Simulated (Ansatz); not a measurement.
**Eigenvalues along a path: CdSe (rocksalt type)**

```
CELL_PARAMETERS angstrom
0.00000 2.30549 2.30549
2.30549 0.00000 2.30549
2.30549 2.30549 0.00000
ATOMIC_POSITIONS crystal
Cd 0.00000 0.00000 0.00000
Se 0.50000 0.50000 0.50000
```

The cell comes from a relaxation on PAW files under the same functional, begun from a prototype that needn't be the stable phase.

Level of theory: DFT with PBEsol, scalar-relativistic, in Ansatz 0.2.0; a Γ-centred 12×12×12 k mesh, Fermi–Dirac smearing of 0.05 eV, no spin polarisation. LAPW: all electrons, basis error target 1 meV/atom.

This run: volume at 0.55 of the series' base cell.

Path points, in fractions of the reciprocal vectors: Γ (0.000, 0.000, 0.000), X (0.500, 0.000, 0.500), U (0.625, 0.250, 0.625), K (0.375, 0.375, 0.750), L (0.500, 0.500, 0.500), W (0.500, 0.250, 0.750). The distance column jumps between branches of the path. Levels in eV from the Fermi level; bands 19 to 31, counted from the lowest band of the run. The gap is zero, the pressure 176.4 GPa.

```
# k(1/Å) point b19 b20 b21 b22 b23 b24 b25 b26 b27 b28 b29 b30 b31
0.000 Γ -20.10 -11.76 -11.76 -11.76 -11.70 -11.70 -2.74 -2.74 -2.74 4.14 7.18 8.75 8.75
0.170 - -20.00 -11.83 -11.79 -11.74 -11.74 -11.69 -2.89 -2.82 -2.82 4.67 6.62 8.61 8.61
0.341 - -19.70 -12.15 -11.87 -11.69 -11.69 -11.64 -3.21 -3.07 -3.07 5.84 6.05 8.02 8.45
0.511 - -19.25 -12.54 -11.99 -11.58 -11.58 -11.58 -3.54 -3.52 -3.52 5.15 5.18 8.08 8.64
0.681 - -18.73 -12.80 -12.14 -11.50 -11.42 -11.42 -4.13 -4.13 -3.94 2.70 4.68 9.30 9.30
0.852 - -18.27 -12.72 -12.27 -11.43 -11.21 -11.21 -4.82 -4.82 -4.59 0.76 4.32 10.43 10.43
1.022 - -17.99 -12.39 -12.16 -11.36 -10.97 -10.97 -5.73 -5.46 -5.46 -0.41 4.08 11.93 11.93
1.192 - -17.87 -12.46 -11.31 -11.21 -10.77 -10.77 -7.16 -5.94 -5.94 -0.91 3.94 13.55 13.67
1.363 X -17.85 -12.49 -11.30 -10.68 -10.68 -10.53 -8.03 -6.12 -6.12 -1.04 3.90 13.67 14.89
1.423 - -17.84 -12.49 -11.32 -10.83 -10.69 -10.37 -8.05 -6.19 -6.08 -0.95 3.92 13.53 14.81
1.483 - -17.81 -12.49 -11.37 -11.01 -10.69 -10.14 -8.09 -6.39 -5.97 -0.71 4.00 13.18 14.58
1.543 - -17.77 -12.48 -11.46 -11.19 -10.70 -9.90 -8.17 -6.66 -5.78 -0.36 4.13 12.69 14.21
1.604 - -17.72 -12.48 -11.57 -11.35 -10.72 -9.64 -8.32 -6.92 -5.54 0.03 4.34 12.14 13.74
1.664 - -17.65 -12.49 -11.70 -11.50 -10.74 -9.37 -8.54 -7.14 -5.24 0.42 4.63 11.57 13.18
1.724 - -17.57 -12.51 -11.83 -11.64 -10.76 -9.09 -8.82 -7.28 -4.89 0.76 5.02 11.00 12.58
1.784 - -17.49 -12.54 -11.97 -11.76 -10.79 -9.14 -8.79 -7.37 -4.51 1.06 5.51 10.43 11.94
1.844 U -17.40 -12.60 -12.10 -11.87 -10.83 -9.45 -8.49 -7.41 -4.11 1.30 6.07 9.87 11.28
2.679 K -17.40 -12.60 -12.10 -11.87 -10.83 -9.45 -8.49 -7.41 -4.11 1.30 6.07 9.87 11.28
2.860 - -17.20 -12.92 -12.44 -12.10 -10.94 -10.16 -7.52 -7.39 -2.76 1.80 7.90 8.33 9.29
3.040 - -17.27 -13.19 -12.64 -12.22 -11.09 -10.53 -7.19 -6.49 -1.38 2.29 7.03 7.48 9.06
3.221 - -17.74 -13.09 -12.69 -12.23 -11.25 -10.78 -6.80 -5.46 -0.31 2.99 6.05 6.24 9.23
3.402 - -18.42 -12.72 -12.58 -12.16 -11.40 -11.03 -6.19 -4.49 -0.12 3.98 5.46 6.18 8.94
3.582 - -19.10 -12.34 -12.30 -12.04 -11.55 -11.30 -5.33 -3.68 -0.82 5.09 5.35 7.36 8.42
3.763 - -19.64 -12.05 -11.97 -11.90 -11.66 -11.53 -4.27 -3.13 -1.76 5.52 5.75 8.11 8.87
3.944 - -19.98 -11.80 -11.80 -11.79 -11.73 -11.68 -3.23 -2.83 -2.47 4.69 6.55 8.54 8.78
4.124 Γ -20.10 -11.76 -11.76 -11.76 -11.70 -11.70 -2.74 -2.74 -2.74 4.14 7.18 8.75 8.75
4.272 - -20.02 -11.79 -11.77 -11.77 -11.72 -11.72 -3.15 -2.64 -2.64 4.51 6.72 8.71 8.71
4.419 - -19.79 -11.92 -11.92 -11.87 -11.64 -11.64 -4.14 -2.36 -2.36 4.92 6.42 8.44 8.44
4.567 - -19.41 -12.13 -12.13 -12.03 -11.52 -11.52 -5.34 -1.93 -1.93 4.20 7.48 7.70 7.70
4.714 - -18.90 -12.36 -12.36 -12.28 -11.37 -11.37 -6.50 -1.42 -1.42 3.26 6.67 6.67 8.96
4.862 - -18.29 -12.64 -12.57 -12.57 -11.22 -11.22 -7.50 -0.88 -0.88 2.41 5.63 5.63 10.40
5.009 - -17.63 -13.12 -12.75 -12.75 -11.08 -11.08 -8.24 -0.38 -0.38 1.75 4.74 4.74 10.77
5.157 - -17.03 -13.62 -12.86 -12.86 -10.99 -10.99 -8.66 0.02 0.02 1.34 4.10 4.10 10.84
5.304 L -16.76 -13.87 -12.90 -12.90 -10.96 -10.96 -8.80 0.18 0.18 1.20 3.86 3.86 10.85
5.425 - -16.79 -13.82 -12.87 -12.84 -10.95 -10.95 -8.80 -0.60 -0.12 1.76 3.92 4.23 11.17
5.545 - -16.86 -13.67 -12.81 -12.70 -10.95 -10.91 -8.80 -1.78 -0.88 2.39 4.07 5.23 11.51
5.666 - -16.97 -13.45 -12.69 -12.52 -10.94 -10.81 -8.78 -2.98 -1.91 2.98 4.25 6.56 10.45
5.786 - -17.08 -13.19 -12.55 -12.36 -10.92 -10.58 -8.73 -4.15 -3.04 3.62 4.46 7.92 9.42
5.907 - -17.18 -12.92 -12.39 -12.26 -10.88 -10.19 -8.61 -5.24 -4.18 4.35 4.70 8.51 8.85
6.027 - -17.26 -12.69 -12.26 -12.22 -10.80 -9.65 -8.39 -6.26 -5.25 4.97 5.18 7.76 8.72
6.147 - -17.32 -12.52 -12.21 -12.21 -10.72 -9.01 -8.04 -7.18 -6.16 5.23 6.07 7.20 7.95
6.268 W -17.33 -12.45 -12.21 -12.21 -10.68 -8.52 -7.77 -7.77 -6.63 5.36 6.98 6.98 7.05
6.353 - -17.36 -12.40 -12.29 -12.10 -10.68 -8.51 -8.13 -7.42 -6.62 4.65 6.26 7.78 7.80
6.438 - -17.42 -12.36 -12.27 -11.96 -10.68 -8.50 -8.47 -7.11 -6.59 3.51 5.63 8.66 9.05
6.523 - -17.51 -12.41 -12.07 -11.81 -10.68 -8.87 -8.41 -6.82 -6.54 2.37 5.10 9.61 10.37
6.609 - -17.61 -12.44 -11.84 -11.62 -10.68 -9.24 -8.32 -6.58 -6.47 1.31 4.67 10.61 11.67
6.694 - -17.71 -12.47 -11.63 -11.41 -10.68 -9.60 -8.22 -6.38 -6.37 0.39 4.33 11.64 12.88
6.779 - -17.78 -12.48 -11.45 -11.17 -10.68 -9.95 -8.13 -6.26 -6.24 -0.36 4.09 12.63 13.91
6.864 - -17.83 -12.49 -11.34 -10.91 -10.68 -10.28 -8.06 -6.16 -6.15 -0.86 3.94 13.39 14.63
6.949 X -17.85 -12.49 -11.30 -10.68 -10.68 -10.53 -8.03 -6.12 -6.12 -1.04 3.90 13.67 14.89
```
